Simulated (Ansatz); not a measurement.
Consider Li$_{3}$N (space group P6/mmm, No. 191; a = 3.610 Å, c = 3.856 Å). Axes: x lies along a and z along c of the hexagonal cell.

Structures relaxed with r2SCAN (Ansatz, a quantum-chemistry and plane-wave program), no spin-orbit coupling.

Base:

Simulated powder pattern, Cu Kα1, λ = 1.54056 Å (kinematic, ideal powder, no thermal factors, no anomalous dispersion; the 8 strongest lines at most, above 2 %, up to 2θ = 90°):

```tsv
2θ (°)	I/Imax (%)	hkl
23.05	100	(001)
28.53	87	(100)
47.10	26	(002)
50.53	60	(110)
55.99	14	(102)
56.23	31	(111)
59.05	5.8	(200)
71.55	36	(112)
```

Perturbation: biaxial strain +2.33 %, plane normal [001], relaxed out of plane (Cartesian); in-plane vectors clamped, the third vector and the atoms free.

After the change:

Simulated powder pattern, Cu Kα1, λ = 1.54056 Å (kinematic, ideal powder, no thermal factors, no anomalous dispersion; the 8 strongest lines at most, above 2 %, up to 2θ = 90°):

| 2θ (°) | I/Imax (%) | hkl |
|---|---|---|
| 23.10 | 100 | (001) |
| 27.87 | 94 | (100) |
| 47.20 | 26 | (002) |
| 49.30 | 66 | (110) |
| 55.11 | 33 | (111) |
| 55.70 | 15 | (102) |
| 57.58 | 6.5 | (200) |
| 70.64 | 37 | (112) |

The indices refer to the base's conventional cell; one index is shown for lines that coincide.

Stability against distortions was not tested.
